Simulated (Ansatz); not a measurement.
Set up this calculation in Ansatz 0.2.0, as the native input.

- Task: single point
- Functional: PBEsol0
- Potentials or basis: Ansatz PAW
- Cutoff: 420 eV (not typed: the program's choice for these potentials)
- k mesh: 5 × 5 × 5
- Occupations: fermi-dirac, width 0.05 eV
- Spin: no spin polarisation

ZnO:

```
CELL_PARAMETERS angstrom
1.43323 -3.52708 0.00000
1.43323 3.52708 0.00000
0.00000 0.00000 2.83849
ATOMIC_POSITIONS crystal
Zn 0.00000 0.00000 0.00000
O 0.50000 0.50000 0.50000
```

The cell was built by a generator and needn't be a form met in nature.

The input as run:

input.yaml

```yaml
crystal:
  lattice:
    - [1.43323, -3.52708, 0.0]
    - [1.43323, 3.52708, 0.0]
    - [0.0, 0.0, 2.83849]
  atoms:
    - { symbol: Zn, position: [0.0, 0.0, 0.0] }
    - { symbol: O, position: [0.5, 0.5, 0.5] }
hamiltonian:
  xc: { exchange: pbesol, correlation: pbesol, exx: { coeff: 0.25 } }
  pseudopotentials: { kind: paw }
kpoints:
  mp_grid: { grid: [5, 5, 5] }
scf:
  occupations: { method: fermi_dirac, width: 0.05 }
output:
  forces: true
  stress: true
  eigenvalues: true
```

Potentials or basis: Ansatz PAW.

Launch:

```bash
$ ansatz run input.yaml --threads 2 --pin off --max-ram 5632MiB --backend cpu --events-out ev --progress --plain --runs-dir out
```

Results of the run:

| Quantity | Value |
| --- | --- |
| Pressure | -7.1 GPa |
| Band gap on the k mesh | 2.17 eV, indirect (least direct gap 4.40 eV) |

Caveat: the k mesh is coarse (spacing up to 0.47 Å⁻¹), so the values aren't converged, least of all with exact exchange; odd divisions of the mesh miss points on the zone boundary, where band edges often lie, so the gap on the mesh can be too wide; the pressure holds a Pulay correction of +0.5 GPa for the finite cutoff; the PAW data sets come from PBE, with cores solved anew for the run's functional, which leaves a small shift of forces and pressure; the thresholds are loose for stress.

It took 15 s on 2 threads of Arm Neoverse V1 (shared host), peak memory 0.78 GiB.
